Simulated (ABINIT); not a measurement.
# BAs (F-43m) in ABINIT: reference runs

Reference runs on BAs: the cell as given and a disturbed copy.

Program: ABINIT 10.8.3 (patched build). These are calculated values, not measurements. Logs are shortened: lines on timing, memory, paths and dates and some standing lists are left out, and cuts for length are marked. The log counts tension as positive stress, the text compression.

### 1 The structure

Symmetry: F-43m, No. 216, cubic system. Conventional cell: a = 4.777 Å, b = 4.777 Å, c = 4.777 Å, α = 90.00°, β = 90.00°, γ = 90.00°. As (site symmetry -43m) is surrounded by 4 B at 2.07 Å. B (site symmetry -43m) is surrounded by 4 As at 2.07 Å.

### 2 Single point, PBE

Input file run.abi:

```
# Pseudopotentials
pp_dirpath "./"
pseudos "As.GGA_PBE-JTH.xml, B.GGA_PBE-JTH.xml"

# Structure
structure "poscar:POSCAR"
natom 2

# Plane-wave basis
ecut 15.0
pawecutdg 30.0

# k points
kptopt 1
ngkpt 10 10 10
nshiftk 1
shiftk 0.0 0.0 0.0

# Exchange and correlation
ixc 11

# Bands and occupations
nband 13
occopt 3
tsmear 0.05 eV

# SCF cycle
nstep 100
tolvrs 1.0e-9

# Output
iomode 3
prtwf 0
prtden 0
prteig 0
prtebands 0
enunit 1
```

Input file POSCAR:

```
BAs
1.0
    0.0000000000      2.3885000000      2.3885000000
    2.3885000000      0.0000000000      2.3885000000
    2.3885000000      2.3885000000      0.0000000000
As B
1 1
Direct
    0.7500000000      0.7500000000      0.7500000000  As
    0.0000000000      0.0000000000      0.0000000000  B
```

Potentials or basis: JTH PAW PBE v2.0.

Started as:

```sh
$ abinit run.abi > log 2>&1
```

run.abo:

```text
.Version 10.8.3 of ABINIT
 Symmetries : space group F-4 3 m (#216); Bravais cF (face-center cubic)
================================================================================
 Values of the parameters that define the memory need of the present run
     intxc =       0    ionmov =       0      iscf =      17    lmnmax =      18
     lnmax =       6     mgfft =      24  mpssoang =       3    mqgrid =    3001
     natom =       2  nloc_mem =       2    nspden =       1   nspinor =       1
    nsppol =       1      nsym =      24    n1xccc =       1    ntypat =       2
    occopt =       3   xclevel =       2
       mpw =         532          nfft =       13824          nkpt =          47
 PAW method is used; the additional fine FFT grid is defined by:
   mgfftf=        32    nfftf =     32768
================================================================================
================================================================================

--------------------------------------------------------------------------------
------------- Echo of variables that govern the present computation ------------
--------------------------------------------------------------------------------
 -outvars: echo values of preprocessed input variables --------
            acell      1.0000000000E+00  1.0000000000E+00  1.0000000000E+00 Bohr
              amu      7.49215900E+01  1.08110000E+01
             ecut      1.50000000E+01 Hartree
           enunit           1
              ixc          11
         kptrlatt       10    0    0      0   10    0      0    0   10
          kptrlen      6.38320968E+01
            natom           2
            nband          13
            ngfft          24      24      24
          ngfftdg          32      32      32
             nkpt          47
            nstep         100
             nsym          24
           ntypat           2
           occopt           3
        pawecutdg      3.00000000E+01 Hartree
         pawxcdev           0
           prtden           0
        prtebands           0
           prteig           0
            prtwf           0
            rprim      0.0000000000E+00  4.5136108517E+00  4.5136108517E+00
                       4.5136108517E+00  0.0000000000E+00  4.5136108517E+00
                       4.5136108517E+00  4.5136108517E+00  0.0000000000E+00
          spgroup         216
           tolvrs      1.00000000E-09
           tsmear      1.83746611E-03 Hartree
            typat      1  2
           useylm           1
           xangst      3.5827500000E+00  3.5827500000E+00  3.5827500000E+00
                       0.0000000000E+00  0.0000000000E+00  0.0000000000E+00
            xcart      6.7704162776E+00  6.7704162776E+00  6.7704162776E+00
                       0.0000000000E+00  0.0000000000E+00  0.0000000000E+00
             xred      7.5000000000E-01  7.5000000000E-01  7.5000000000E-01
                       0.0000000000E+00  0.0000000000E+00  0.0000000000E+00
            znucl       33.00000    5.00000

================================================================================

 chkinp: Checking input parameters for consistency.

================================================================================
== DATASET  1 ==================================================================

--- !DatasetInfo
iteration_state: {dtset: 1, }
dimensions: {natom: 2, nkpt: 47, mband: 13, nsppol: 1, nspinor: 1, nspden: 1, mpw: 532, }
cutoff_energies: {ecut:  15.0, pawecutdg:  30.0, }
electrons: {nelect:   1.80000000E+01, charge:   0.00000000E+00, occopt:   3.00000000E+00, tsmear:   1.83746611E-03, }
meta: {optdriver: 0, ionmov: 0, optcell: 0, iscf: 17, paral_kgb: 0, }
...

 Exchange-correlation functional for the present dataset will be:
  GGA: Perdew-Burke-Ernzerhof functional - ixc=11
  J.P.Perdew, K.Burke, M.Ernzerhof, PRL 77, 3865 (1996)

 Real(R)+Recip(G) space primitive vectors, cartesian coordinates (Bohr,Bohr^-1):
 R(1)=  0.0000000  4.5136109  4.5136109  G(1)= -0.1107761  0.1107761  0.1107761
 R(2)=  4.5136109  0.0000000  4.5136109  G(2)=  0.1107761 -0.1107761  0.1107761
 R(3)=  4.5136109  4.5136109  0.0000000  G(3)=  0.1107761  0.1107761 -0.1107761
 Unit cell volume ucvol=  1.8390873E+02 bohr^3
 Angles (23,13,12)=  6.00000000E+01  6.00000000E+01  6.00000000E+01 degrees

 Coarse grid specifications (used for wave-functions):

 getcut: wavevector=  0.0000  0.0000  0.0000  ngfft=  24  24  24
         ecut(hartree)=     15.000   => boxcut(ratio)=   2.15656

 Fine grid specifications (used for densities):

 getcut: wavevector=  0.0000  0.0000  0.0000  ngfft=  32  32  32
         ecut(hartree)=     30.000   => boxcut(ratio)=   2.03322

--- Pseudopotential description ------------------------------------------------
- pspini: atom type   1  psp file is ./As.GGA_PBE-JTH.xml
 Pseudopotential format is: paw10
 basis_size (lnmax)=  6 (lmn_size= 18), orbitals=   0   0   1   1   2   2
 Spheres core radius: rc_sph= 2.10391912
 Shapefunction is BESSEL type: shapef(r,l)=aa(1,l)*jl(q(1,l)*r)+aa(2,l)*jl(q(2,l)*r)
 Radius for shape functions =  1.70360438
 Compensation charge density is not taken into account in XC energy/potential

- pspini: atom type   2  psp file is ./B.GGA_PBE-JTH.xml
 Pseudopotential format is: paw10
 basis_size (lnmax)=  4 (lmn_size=  8), orbitals=   0   0   1   1
 Spheres core radius: rc_sph= 1.70616958
 Shapefunction is SIN type: shapef(r)=[sin(pi*r/rshp)/(pi*r/rshp)]**2
 Radius for shape functions =  1.40269776
 Compensation charge density is not taken into account in XC energy/potential

   4.97343271E+02                                ecore*ucvol(ha*bohr**3)
--------------------------------------------------------------------------------

[... 7 lines left out ...]

     iter   Etot(hartree)      deltaE(h)  residm     nres2
 ETOT  1  -116.02261849113    -1.160E+02 2.895E+01 3.477E+00
 ETOT  2  -116.73654278189    -7.139E-01 2.719E-02 8.198E-01
 ETOT  3  -116.73331782499     3.225E-03 1.518E-02 1.921E-01
 ETOT  4  -116.73272754805     5.903E-04 3.578E-04 5.371E-03
 ETOT  5  -116.73275851957    -3.097E-05 2.282E-04 1.231E-03
 ETOT  6  -116.73277872042    -2.020E-05 2.073E-05 2.553E-04
 ETOT  7  -116.73277771967     1.001E-06 7.203E-06 1.632E-05
 ETOT  8  -116.73277772837    -8.703E-09 7.446E-07 8.052E-07
 ETOT  9  -116.73277773031    -1.937E-09 2.583E-07 3.915E-07
 ETOT 10  -116.73277772911     1.199E-09 2.525E-08 9.781E-10

 At SCF step   10       nres2   =  9.78E-10 < tolvrs=  1.00E-09 =>converged.

 Cartesian components of stress tensor (hartree/bohr^3)
  sigma(1 1)= -9.50144521E-05  sigma(3 2)=  0.00000000E+00
  sigma(2 2)= -9.50144521E-05  sigma(3 1)=  0.00000000E+00
  sigma(3 3)= -9.50144521E-05  sigma(2 1)=  0.00000000E+00

--- !ResultsGS
iteration_state: {dtset: 1, }
comment   : Summary of ground state results
lattice_vectors:
- [  0.0000000,   4.5136109,   4.5136109, ]
- [  4.5136109,   0.0000000,   4.5136109, ]
- [  4.5136109,   4.5136109,   0.0000000, ]
lattice_lengths: [   6.38321,    6.38321,    6.38321, ]
lattice_angles: [ 60.000,  60.000,  60.000, ] # degrees, (23, 13, 12)
lattice_volume:   1.8390873E+02
convergence: {deltae:  1.199E-09, res2:  9.781E-10, residm:  2.525E-08, diffor: null, }
etotal    :  -1.16732778E+02
entropy   :   0.00000000E+00
fermie    :   2.80775437E-01
cartesian_stress_tensor: # hartree/bohr^3
- [ -9.50144521E-05,   0.00000000E+00,   0.00000000E+00, ]
- [  0.00000000E+00,  -9.50144521E-05,   0.00000000E+00, ]
- [  0.00000000E+00,   0.00000000E+00,  -9.50144521E-05, ]
pressure_GPa:   2.7954E+00
xred      :
- [  7.5000E-01,   7.5000E-01,   7.5000E-01, As]
- [  0.0000E+00,   0.0000E+00,   0.0000E+00,  B]
cartesian_forces: # hartree/bohr
- [ -2.60995536E-29,   2.60995536E-29,   3.72850766E-30, ]
- [  2.60995536E-29,  -2.60995536E-29,  -3.72850766E-30, ]
force_length_stats: {min:   3.70981828E-29, max:   3.70981828E-29, mean:   3.70981828E-29, }
...

 Integrated electronic density in atomic spheres:
 ------------------------------------------------
 Atom  Sphere_radius  Integrated_density
    1        2.10392         12.80477496
    2        1.70617          1.78330993

================================================================================

 ----iterations are completed or convergence reached----

 Mean square residual over all n,k,spin=   70.694E-12; max=  25.251E-09
 reduced coordinates (array xred) for    2 atoms
       0.750000000000      0.750000000000      0.750000000000
       0.000000000000      0.000000000000      0.000000000000
 rms dE/dt=  2.9726E-28; max dE/dt=  3.3658E-28; dE/dt below (all hartree)
    1      -0.000000000000      0.000000000000      0.000000000000
    2      -0.000000000000      0.000000000000      0.000000000000

 cartesian coordinates (angstrom) at end:
    1      3.58275000000000     3.58275000000000     3.58275000000000
    2      0.00000000000000     0.00000000000000     0.00000000000000

 cartesian forces (hartree/bohr) at end:
    1     -0.00000000000000     0.00000000000000     0.00000000000000
    2      0.00000000000000    -0.00000000000000    -0.00000000000000
 frms,max,avg= 2.1418646E-29 2.6099554E-29   0.000E+00  0.000E+00  0.000E+00 h/b

 cartesian forces (eV/Angstrom) at end:
    1     -0.00000000000000     0.00000000000000     0.00000000000000
    2      0.00000000000000    -0.00000000000000    -0.00000000000000
 frms,max,avg= 1.1013911E-27 1.3420930E-27   0.000E+00  0.000E+00  0.000E+00 e/A
 length scales=  1.000000000000  1.000000000000  1.000000000000 bohr
              =  0.529177210544  0.529177210544  0.529177210544 angstroms
 Fermi (or HOMO) energy (eV) =   7.64029   Average Vxc (eV)= -10.43702
 Eigenvalues (   eV  ) for nkpt=  47  k points:
 kpt#   1, nband= 13, wtk=  0.00100, kpt=  0.0000  0.0000  0.0000 (reduced coord)
 -28.72962  -28.72962  -28.72962  -28.71118  -28.71118   -8.33743    7.06731    7.06731
   7.06731   10.34105   10.34105   10.34105   11.72357
 prteigrs : prtvol=0 or 1, do not print more k-points.

--- !EnergyTerms
iteration_state     : {dtset: 1, }
comment             : Components of total free energy in Hartree
kinetic             :  5.69156641957572E+00
hartree             :  3.32888301894783E+01
xc                  : -3.28763195186007E+00
Ewald energy        : -6.34210613330840E+01
psp_core            :  2.70429404365278E+00
local_psp           : -9.01579168160033E+01
PAW spherical_terms : -1.55085609274592E+00
internal            : -1.16732775540986E+02
'-kT*entropy'       : -3.07337510770725E-09
total_energy        : -1.16732775544060E+02
total_energy_eV     : -3.17646064289482E+03
...

--- !EnergyTermsDC
iteration_state     : {dtset: 1, }
comment             : '"Double-counting" decomposition of free energy'
band_energy         : -1.04085506423711E+01
Ewald energy        : -6.34210613330840E+01
psp_core            :  2.70429404365278E+00
xc_dc               : -3.23749650082357E+01
PAW spherical_terms : -1.32324947859963E+01
internal            : -1.16732777726034E+02
'-kT*entropy'       : -3.07337510770725E-09
total_energy_dc     : -1.16732777729108E+02
total_energy_dc_eV  : -3.17646070235300E+03
...

--- !EnergyTermsWithPAWCore
iteration_state     : {dtset: 1, }
comment             : 'Components of total free energy, including PAW core contributions'
Total energy        : -2.28582864479095E+03
Total energy DC     : -2.28582864697600E+03
Total energy (eV)   : -6.22005661455339E+04
Total energy DC (eV): -6.22005662049921E+04
...

 Cartesian components of stress tensor (hartree/bohr^3)
  sigma(1 1)= -9.50144521E-05  sigma(3 2)=  0.00000000E+00
  sigma(2 2)= -9.50144521E-05  sigma(3 1)=  0.00000000E+00
  sigma(3 3)= -9.50144521E-05  sigma(2 1)=  0.00000000E+00

-Cartesian components of stress tensor (GPa)         [Pressure=  2.7954E+00 GPa]
- sigma(1 1)= -2.79542169E+00  sigma(3 2)=  0.00000000E+00
- sigma(2 2)= -2.79542169E+00  sigma(3 1)=  0.00000000E+00
- sigma(3 3)= -2.79542169E+00  sigma(2 1)=  0.00000000E+00

== END DATASET(S) ==============================================================
================================================================================

 -outvars: echo values of variables after computation  --------
            acell      1.0000000000E+00  1.0000000000E+00  1.0000000000E+00 Bohr
           etotal     -1.1673277773E+02
            fcart     -2.6099553635E-29  2.6099553635E-29  3.7285076622E-30
                       2.6099553635E-29 -2.6099553635E-29 -3.7285076622E-30
            rprim      0.0000000000E+00  4.5136108517E+00  4.5136108517E+00
                       4.5136108517E+00  0.0000000000E+00  4.5136108517E+00
                       4.5136108517E+00  4.5136108517E+00  0.0000000000E+00
           strten     -9.5014452084E-05 -9.5014452084E-05 -9.5014452084E-05
                       0.0000000000E+00  0.0000000000E+00  0.0000000000E+00
           xangst      3.5827500000E+00  3.5827500000E+00  3.5827500000E+00
                       0.0000000000E+00  0.0000000000E+00  0.0000000000E+00
             xred      7.5000000000E-01  7.5000000000E-01  7.5000000000E-01
                       0.0000000000E+00  0.0000000000E+00  0.0000000000E+00
 Calculation completed.
```

Run time: 10 s. Hardware: 1 thread of AMD EPYC 7R13 (Zen 3), shared host; peak memory 0.09 GiB.

What came out:

```yaml
Free_energy: -3176.4607 eV
Pressure: 2.8 GPa
Band_gap_on_the_k_mesh: 1.18 eV, indirect (least direct gap 3.27 eV)
Valence_electrons_inside_the_program's_atomic_spheres: As 12.80; B 1.78
```

Levels at points of the mesh, in eV from the valence-band top:
| k point | band 6 | band 7 | band 8 | band 9 | band 10 | band 11 | band 12 | band 13 |
| --- | --- | --- | --- | --- | --- | --- | --- | --- |
| (0.00, 0.00, 0.00) | -15.40 | 0.00 | 0.00 | 0.00 | 3.27 | 3.27 | 3.27 | 4.66 |
| (0.50, 0.00, 0.00) | -12.53 | -8.78 | -1.82 | -1.82 | 2.68 | 4.79 | 4.79 | 8.87 |
| (0.50, 0.50, 0.00) | -11.22 | -8.52 | -4.08 | -4.08 | 1.44 | 1.44 | 11.39 | 11.39 |

A k mesh can miss the band edges.

(Continued in part 2 of 2.)
